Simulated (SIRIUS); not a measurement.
# As (P-1) in SIRIUS: single point with PBE

Aim: the single point of As with PBE.

Program: SIRIUS 7.10.0. These are calculated values, not measurements. Logs are shortened: lines on timing, memory, paths and dates and some standing lists are left out, and cuts for length are marked. The log counts tension as positive stress, the text compression.

## (1) The cell of the first run

The typed cell holds 2 atoms: a = 2.704 Å, b = 2.704 Å, c = 5.407 Å, α = 90.00°, β = 90.00°, γ = 90.00°.

This isn't the form of As at room conditions, which is rhombohedral.

## (2) Single point, PBE (atoms moved at random, drawn with an rms of 0.05 Å)

Contents of sirius.json:

```json
{
  "control": {
    "processing_unit": "cpu",
    "verbosity": 2,
    "num_bands_to_print": 23,
    "print_forces": true,
    "print_stress": true
  },
  "parameters": {
    "electronic_structure_method": "pseudopotential",
    "xc_functionals": ["XC_GGA_X_PBE", "XC_GGA_C_PBE"],
    "gk_cutoff": 9.2,
    "pw_cutoff": 18.4,
    "ngridk": [10, 10, 5],
    "shiftk": [0, 0, 0],
    "smearing": "fermi_dirac",
    "smearing_width": 0.0018374661,
    "num_bands": 23,
    "num_mag_dims": 0,
    "num_dft_iter": 100,
    "energy_tol": 1e-08,
    "density_tol": 1e-06
  },
  "iterative_solver": {
    "type": "davidson",
    "min_tolerance": 1e-09,
    "tolerance_scale": [0.1, 0.25]
  },
  "mixer": {
    "type": "anderson",
    "beta": 0.7,
    "max_history": 8
  },
  "settings": {
    "tol_ne": 1e-10,
    "pseudo_grid_cutoff": 6.5
  },
  "unit_cell": {
    "lattice_vectors": [
      [5.109218016752, 0.0, 0.0],
      [0.0, 5.109218016752, 0.0],
      [0.0, 0.0, 10.218436052401]
    ],
    "atom_coordinate_units": "lattice",
    "atom_types": ["As"],
    "atom_files": {
      "As": "As.json"
    },
    "atoms": {
      "As": [
        [0.40184, 0.490168, 0.241159],
        [0.569168, 0.512863, 0.75564]
      ]
    }
  }
}
```

Potentials or basis: PseudoDojo 0.4.1 PBE standard (scalar relativistic).

The run is started by

```bash
$ upf_to_json As.upf
$ OMP_NUM_THREADS=1 sirius.scf --input=sirius.json --output=out.json --task=0
```

Standard output:

```text
[info] SIRIUS version : 7.10.0
[info] number of MPI ranks           : 1
[info] MPI grid                      : 1 1
[info] maximum number of OMP threads : 1
[fft] FFT context for density and potential
[fft] =====================================
[fft]   comm size                             : 1
[fft]   plane wave cutoff                     : 18.4
[fft]   grid size                             : 32 32 64   total : 65536
[fft]   grid limits                           : -15 16   -15 16   -31 32
[fft]   number of G-vectors within the cutoff : 13990
[fft]   local number of G-vectors             : 13990
[fft]   number of G-shells                    : 2108
[fft] FFT context for coarse grid
[fft] =====================================
[fft]   comm size                             : 1
[fft]   plane wave cutoff                     : 18.4
[fft]   grid size                             : 32 32 64   total : 65536
[fft]   grid limits                           : -15 16   -15 16   -31 32
[fft]   number of G-vectors within the cutoff : 13990
[fft]   local number of G-vectors             : 13990
[fft]   number of G-shells                    : 2108
[unit cell] lattice vectors
[unit cell]   a1 :       5.1092180168      0.0000000000      0.0000000000
[unit cell]   a2 :       0.0000000000      5.1092180168      0.0000000000
[unit cell]   a3 :       0.0000000000      0.0000000000     10.2184360524
[unit cell] reciprocal lattice vectors
[unit cell]   b1 :       1.2297743581      0.0000000000      0.0000000000
[unit cell]   b2 :       0.0000000000      1.2297743581      0.0000000000
[unit cell]   b3 :       0.0000000000      0.0000000000      0.6148871779
[unit cell] unit cell volume :       266.74316589 [a.u.^3]
[unit cell] 1/sqrt(omega)    :         0.06122846
[unit cell] MT volume        :         0.00000000 ( 0.00%)
[unit cell] IT volume        :       266.74316589 (100.00%)
[unit cell] number of atom types : 1
[unit cell] type id : 0 symbol : As mt_radius :  13.570000 num_atoms : 2
[unit cell] total number of atoms : 2
[unit cell] number of symmetry classes : 1
[unit cell] number of PAW atoms : 0
[unit cell] atom id  type id  class id             position                      vector_field
[unit cell] ------------------------------------------------------------------------------------------
[unit cell]      0        0        0      0.40184   0.49017   0.24116      0.00000   0.00000   0.00000
[unit cell]      1        0        0      0.56917   0.51286   0.75564      0.00000   0.00000   0.00000
[unit cell] atom id         position (Cartesian, a.u.)
[unit cell] ---------------------------------------------
[unit cell]      0       2.053088    2.504375    2.464268
[unit cell]      1       2.908003    2.620329    7.721459
[unit cell] class id : 0 atom id : 0 1
[unit cell] minimum bond length:     5.035700
[unit cell] total number of pseudo wave-functions: 18
[sym] space group number   : 2
[sym] international symbol : P-1
[sym] Hall symbol          : -P 1
[sym] space group transformation matrix :
[sym]   1.0000  0.0000  0.0000
[sym]   0.0000  1.0000  0.0000
[sym]   0.0000  0.0000  1.0000
[sym] space group origin shift :
[sym]   0.5145  0.9985  0.5016
[... 276 lines left out ...]
[find] Efermi                         :       0.43900140
[find] iteration : 9, RMS : 9.370271885484e-08, energy difference : -2.600415882625e-09
[find] Hartree energy of density residual : 9.037652015947e-13
[find] bands are converged : false
[find] iterative solver converged : true
[find] converged after 10 SCF iterations!
[find] Charges and magnetic moments
[find] --------------------------------------------------------------------------------
[find] total charge          : 30.000000
[find] Energy
[find] --------------------------------------------------------------------------------
[find] valence_eval_sum               :     -15.47969580
[find] <rho|V^{XC}>                   :     -32.09125769
[find] <rho|E^{XC}>                   :     -47.52103068
[find] <mag|B^{XC}>                   :       0.00000000
[find] <rho|V^{H}>                    :     112.40447261
[find] one-electron contribution      :     -95.79291072 (Ha),    -191.58582144 (Ry)
[find] hartree contribution           :      56.20223630
[find] xc contribution                :     -47.52103068
[find] ewald contribution             :    -125.01157601
[find] PAW contribution               :       0.00000000
[find] smearing (-TS)                 :      -0.00020765
[find] SCF correction                 :       0.00001116
[find] Total energy                   :    -212.12326994 (Ha),    -424.24653988 (Ry)
[find] Free energy (E-TS)             :    -212.12347760 (Ha),    -424.24695519 (Ry)
[find] band gap (eV)                  :       0.00000000
[find] Efermi                         :       0.43900140
[ground_state] === stress tensor components [kbar] ===
[ground_state] === stress_kin ===
[ground_state] -112125.466274    2.535625  -13.245008
[ground_state]     2.535625-112140.351054   -2.220416
[ground_state]   -13.245008   -2.220416-112152.088115
[ground_state] === stress_har ===
[ground_state] -21527.585211  -11.641534  191.552730
[ground_state]   -11.641534-20689.580546   29.104128
[ground_state]   191.552730   29.104128-19772.301061
[ground_state] === stress_ewald ===
[ground_state] 44589.361482  -24.127949  353.228051
[ground_state]   -24.12794945917.485184   54.100816
[ground_state]   353.228051   54.10081647377.363152
[ground_state] === stress_vloc ===
[ground_state] -6016.807551   33.658732 -533.236461
[ground_state]    33.658732-8143.402063  -80.755285
[ground_state]  -533.236461  -80.755285-10505.615008
[ground_state] === stress_xc ===
[ground_state] -16373.491918    0.004331    0.108009
[ground_state]     0.004331-16373.032854    0.006251
[ground_state]     0.108009    0.006251-16371.622977
[ground_state] === stress_core ===
[ground_state] 28824.832351   -0.010574    0.035448
[ground_state]    -0.01057428824.767787    0.003973
[ground_state]     0.035448    0.00397328824.898227
[ground_state] === stress_nonloc ===
[ground_state] 82591.022516    0.951290   -3.349960
[ground_state]     0.95129082581.214230   -0.876363
[ground_state]    -3.349960   -0.87636382585.481331
[ground_state] === stress_us_nl ===
[ground_state] 82591.022516    0.951290   -3.349960
[ground_state]     0.95129082581.214230   -0.876363
[ground_state]    -3.349960   -0.87636382585.481331
[ground_state] === stress_total ===
[ground_state]   -38.134605    1.369921   -4.907191
[ground_state]     1.369921  -22.899315   -0.636898
[ground_state]    -4.907191   -0.636898  -13.884451
[ground_state] ==== total Forces in Ha/bohr =====
[ground_state] atom:    0, force:       0.0056194      0.0007392      0.0006835
[ground_state] atom:    1, force:      -0.0056194     -0.0007392     -0.0006835
[ground_state] ==== ultrasoft contribution from Qij =====
[ground_state] atom:    0, force:       0.0000000      0.0000000      0.0000000
[ground_state] atom:    1, force:       0.0000000      0.0000000      0.0000000
[ground_state] ==== non-local contribution from Beta-projector =====
[ground_state] atom:    0, force:       0.0435072      0.0062324     -0.0436191
[ground_state] atom:    1, force:      -0.0435072     -0.0062324      0.0436191
[ground_state] ==== contribution from local potential =====
[ground_state] atom:    0, force:       0.3584004      0.0563746     -1.6424792
[ground_state] atom:    1, force:      -0.3584004     -0.0563746      1.6424792
[ground_state] ==== contribution from core density =====
[ground_state] atom:    0, force:      -0.0005236     -0.0000720      0.0004936
[ground_state] atom:    1, force:       0.0005236      0.0000720     -0.0004936
[ground_state] ==== Ewald forces from ions =====
[ground_state] atom:    0, force:      -0.3957647     -0.0617960      1.6862912
[ground_state] atom:    1, force:       0.3957647      0.0617960     -1.6862912
[~DFT_ground_state] local op. applied: 137912
[~DFT_ground_state] evp. work count: 24322.8
[~DFT_ground_state] number of iterative solver steps: 9352
```

Run time: 4.4 min. Hardware: 1 thread of Arm Neoverse V2, shared host; peak memory 1.5 GiB.

Results:

- Free energy: -5772.1739 eV
- Pressure: 2.5 GPa
- Largest force: 0.294 eV/Å
- Band gap on the k mesh: none (metal or under the smearing width)

Forces in eV/Å, atoms in the order of the input:
```
As   0.289  0.038  0.035
As  -0.289 -0.038 -0.035
```

Stress tensor (GPa, compression positive):
```
 3.81 -0.14  0.49
-0.14  2.29  0.06
 0.49  0.06  1.39
```
